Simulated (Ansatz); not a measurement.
InSe: single point with PBE

**Measured values to compare with.**

From “The Interaction of Hydrogen with the van der Waals Crystal γ-InSe”, 2020, pmc:7321205, for a bulk crystal of InSe at 300 K: band gap 1.25 eV.

InSe:

```
CELL_PARAMETERS angstrom
2.00000 1.15470 8.44000
-2.00000 1.15470 8.44000
0.00000 -2.30940 8.44000
ATOMIC_POSITIONS crystal
In 0.88860 0.88860 0.88860
In 0.00000 0.00000 0.00000
Se 0.17190 0.17190 0.17190
Se 0.38350 0.38350 0.38350
```

* Program: Ansatz 0.2.0
* Task: single point
* Functional: PBE
* Potentials or basis: Ansatz PAW
* Cutoff: 420 eV (not typed: the program's choice for these potentials)
* k mesh: 8 × 8 × 8
* Occupations: gaussian, width 0.017 eV
* Spin: no spin polarisation

```yaml
Pressure: 2.7 GPa
Largest_force: 0.365 eV/Å
Band_gap_on_the_k_mesh: 0.44 eV, direct
```

Forces on the atoms (eV/Å):
```
In   0.000  0.000  0.365
In   0.000  0.000 -0.350
Se   0.000  0.000 -0.258
Se   0.000  0.000  0.242
```

Stress tensor (GPa, compression positive):
```
3.15 0.00 0.00
0.00 3.15 0.00
0.00 0.00 1.95
```

Levels at points of the mesh, in eV from the valence-band top:
| k point | band 25 | band 26 | band 27 | band 28 | band 29 | band 30 | band 31 | band 32 | band 33 | band 34 |
| --- | --- | --- | --- | --- | --- | --- | --- | --- | --- | --- |
| (0.00, 0.00, 0.00) | -1.51 | -1.30 | -1.30 | -1.21 | -1.21 | 1.70 | 2.11 | 4.40 | 4.40 | 5.19 |
| (0.00, 0.00, -0.50) | -3.46 | -2.38 | -2.34 | -2.24 | -1.67 | 1.22 | 1.97 | 3.64 | 3.99 | 4.81 |
| (0.00, -0.50, -0.50) | -3.22 | -2.65 | -2.50 | -2.05 | -1.50 | 1.19 | 1.98 | 3.30 | 3.62 | 4.41 |
| (-0.50, -0.50, -0.50) | -1.37 | -1.37 | -1.14 | -1.14 | 0.00 | 0.44 | 2.17 | 4.32 | 4.32 | 5.62 |

It took 22 s on 2 threads of Intel(R) Xeon(R) Processor @ 2.50GHz (Skylake/Cascade Lake), with other jobs on the host, peak memory 0.5 GiB.

Against the measured gap of InSe, 1.25 eV (300 K; “The Interaction of Hydrogen with the van der Waals Crystal γ-InSe”, 2020, pmc:7321205), the calculated 0.44 eV is off by -0.81 eV. Spin-orbit coupling on In, Se is left out. The value is that of PBE on a finite k mesh, which can miss the band edges, without temperature or zero-point motion. Semilocal functionals fall short of measured gaps as a rule.

Caveat: spin-orbit coupling is left out, which moves the levels of the heavy elements.
